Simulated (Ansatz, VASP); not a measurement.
## Sc: VASP beside Ansatz

The input INCAR:

```
PREC = Accurate
ENCUT = 520
EDIFF = 1E-6
ISMEAR = 0
SIGMA = 0.15
LREAL = F
LASPH = T
NELM = 100
ALGO = Normal
ISIF = 2
LWAVE = F
LCHARG = F
GGA = PS
NBANDS = 12
```

File KPOINTS:

```
regular mesh
0
Gamma
  20 20 20
```

Contents of POSCAR:

```
Sc
1.0
    0.0000000000      2.3344911424      2.1477318510
    2.3344911424      0.0000000000      2.1477318510
    2.3344911424      2.3344911424      0.0000000000
Sc
1
Direct
    0.0000000000      0.0000000000      0.0000000000
```

Input for Ansatz:

```yaml
crystal:
  lattice:
    - [0.0, 2.3344911424, 2.147731851]
    - [2.3344911424, 0.0, 2.147731851]
    - [2.3344911424, 2.3344911424, 0.0]
  atoms:
    - { symbol: Sc, position: [0.0, 0.0, 0.0] }
basis:
  ecutwfc: 420
kpoints:
  mp_grid: { grid: [20, 20, 20] }
hamiltonian:
  xc: pbesol
scf:
  occupations: { method: gaussian, width: 0.15 }
output:
  forces: true
  stress: true
  eigenvalues: true
```

Alike in both runs: task single point; functional PBEsol; k mesh 20 × 20 × 20; occupations gaussian, width 0.15 eV; no spin polarisation.

|  | VASP | Ansatz |
| --- | --- | --- |
| version | VASP 6.6.1 | Ansatz 0.2.0 |
| potentials or method | VASP PAW PBE potentials, release 64 (Sc_sv) | scalar-relativistic, plane waves, PAW |
| plane-wave cutoff (eV) | 520 | 420 |
| valence electrons in the cell | 11 | 11 |

|  | VASP | Ansatz | Ansatz less VASP |
| --- | --- | --- | --- |
| gap on the k mesh at the Fermi level (eV) | none | none | - |
| pressure (GPa) | 0.5 | 0.5 | 0.00 |
| largest component of the traceless stress (GPa) | 1.35 | 1.35 | -0.006 |

A gap of «none» marks a metal or a gap that the smearing closes.

Caveats: the PAW data sets were made with another functional, which shifts forces and pressure a little (VASP).
